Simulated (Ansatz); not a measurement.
How much do the gradients of ZnS depend on the method?

Cell: a computed structure from the Materials Project (it need not be an observed phase), taken as it stands.

```xyz
28
Lattice="3.8083 0.0000 0.0000 -1.9042 3.2981 0.0000 0.0000 0.0000 43.6251" Properties=species:S:1:pos:R:3 pbc="T T T"
Zn    0.0000    0.0000    6.2340
Zn    1.9042    1.0994    3.1183
Zn    0.0000    0.0000   24.9281
Zn    0.0000    2.1987    9.3498
Zn    0.0000    2.1987   34.2777
Zn    1.9042    1.0994   28.0466
Zn    1.9042    1.0994   18.7006
Zn    0.0000    0.0000   37.3955
Zn    1.9042    1.0994   40.5104
Zn    0.0000    0.0000   31.1639
Zn    1.9042    1.0994   12.4641
Zn    0.0000    0.0000   15.5822
Zn    0.0000    2.1987    0.0011
Zn    0.0000    2.1987   21.8138
S     0.0000    2.1987   24.1476
S     1.9042    1.0994   21.0331
S     0.0000    0.0000    8.5680
S     1.9042    1.0994   14.7972
S     0.0000    0.0000   39.7289
S     0.0000    2.1987   36.6144
S     0.0000    0.0000   33.4946
S     0.0000    2.1987   11.6837
S     1.9042    1.0994   30.3828
S     0.0000    0.0000   17.9186
S     0.0000    2.1987    2.3376
S     0.0000    0.0000   27.2613
S     1.9042    1.0994   42.8426
S     1.9042    1.0994    5.4517
```

Atom numbers follow the list; atoms alike are taken as one site, whose name carries the number of the first.

First run. All values are calculated (Ansatz; DFT, PBE, plane waves and PAW, scalar-relativistic, 420 eV cutoff, Γ-centred 8×8×1 k-points, Fermi–Dirac smearing 0.02 eV), not measured.

```
site  atom  V_zz (10²¹ V/m²)     η
 Zn5     5            -0.087  0.00
 Zn6     6             -0.11  0.00
Zn12    12             -0.10  0.00
Zn13    13            -0.096  0.00
 S16    16             0.071  0.00
 S18    18              0.14  0.00
 S19    19             0.082  0.00
 S20    20              0.22  0.00
 S21    21              0.12  0.00
 S24    24              0.23  0.00
 S25    25              0.22  0.00
 S26    26              0.15  0.00
 S27    27              0.13  0.00
 S28    28             0.089  0.00
```

Second run. The same atoms and settings, except that the functional is r2SCAN and the cutoff is 500 eV.

(1) What does the second run give?

Results:

(1) 

| site | atom | V_zz | η | change of V_zz |
| --- | --- | --- | --- | --- |
| Zn5 | 5 | -0.076 | 0.00 | +0.01 |
| Zn6 | 6 | -0.096 | 0.00 | +0.01 |
| Zn12 | 12 | -0.090 | 0.00 | +0.01 |
| Zn13 | 13 | -0.083 | 0.00 | +0.01 |
| S16 | 16 | 0.065 | 0.00 | -0.01 |
| S18 | 18 | 0.12 | 0.00 | -0.02 |
| S19 | 19 | 0.076 | 0.00 | -0.01 |
| S20 | 20 | 0.24 | 0.00 | +0.02 |
| S21 | 21 | 0.10 | 0.00 | -0.02 |
| S24 | 24 | 0.25 | 0.00 | +0.02 |
| S25 | 25 | 0.23 | 0.00 | +0.01 |
| S26 | 26 | 0.13 | 0.00 | -0.02 |
| S27 | 27 | 0.11 | 0.00 | -0.02 |
| S28 | 28 | 0.083 | 0.00 | -0.01 |

No V_zz moves by more than 0.03. The table leaves out 12 of the 26 sites, with |V_zz| up to 0.08; their tensors move by 0.01 at most along any direction. The statements above cover all sites.

For the second run: With these PAW files V_zz is typically within 2 to 3 % of all-electron values, but misses above 10 % occur on Zn.
